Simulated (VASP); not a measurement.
The system is Ir.

```
Ir
1.0
     2.75138    0.00000    0.00000
    -1.37569    2.38276    0.00000
     0.00000    0.00000    4.46229
Ir
2
Direct
  0.33333 0.66667 0.25000
  0.66667 0.33333 0.75000
```

This isn't the form of Ir at room conditions, which is fcc.

Base run:

```yaml
Program: VASP 6.6.1
Functional: PBE
Potentials_or_basis: VASP PAW PBE potentials, release 64 (Ir)
Cutoff: 520 eV
k_mesh: 11 × 11 × 6
Occupations: fermi-dirac, width 0.05 eV
Spin: no spin polarisation
```

Its results: pressure -0.8 GPa.

Task: The run is repeated on the same cell with these changes: functional from PBE to revPBE. What comes out?

Result: Pressure 2.0 GPa.

revPBE binds less tightly than PBE, so the same cell stands under more pressure.

Caveats: the PAW data sets were made with another functional, which shifts forces and pressure a little (some runs).
